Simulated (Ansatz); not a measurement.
**A decomposition energy, worked out: Si4C**

Level of theory: DFT PBE, scalar-relativistic, plane waves, PAW in Ansatz. All cells share a 420 eV cutoff and Γ-centred k meshes spaced about 0.3 Å⁻¹ or finer (0.25 for metals, 2π included). No spin polarisation.

Formation energies are uncorrected and refer to the elements' standard structures at the same level.

All energies are static (0 K, no zero-point motion). The reference form of C is held partly by dispersion forces, which this level lacks.

A trial structure of Si4C (reached from: a cell proposed by chemical analogy; relaxed: space group I4_1/a (No. 88), a = 7.942 Å, c = 5.051 Å) has a formation energy of 0.100 eV/atom. It holds Si–Si bonds in all directions (shortest 2.34 Å). At its composition the lowest mixture among the elements and 1 reference phase computed alike (others may be missing) consists of these:

```csv
phase,source,ΔE_f (eV/atom)
Si (solid),element,-0.001
SiC (P6_3mc),Materials Project,-0.204
```

The lowest database cell of Si (-0.001) lies slightly below the reference, hence the non-zero entry.

Task: Write the balanced decomposition and find its energy per atom, per formula unit and per mole of formula units.

Result: Balancing Si and C gives Si4C → 3 Si + SiC. The left side holds 5 atoms, and the products take 3/5 (Si) and 2/5 (SiC) of them. The mixture therefore lies at 3/5 × (-0.001) + 2/5 × (-0.204) = -0.082 eV/atom. The reaction energy is -0.082 − (0.100) = -0.182 eV/atom. Times 5 atoms that is -0.910 eV per Si4C, and times 96.485 it is -88 kJ per mole of Si4C. Decomposition is downhill, so the trial structure is unstable against this mixture.
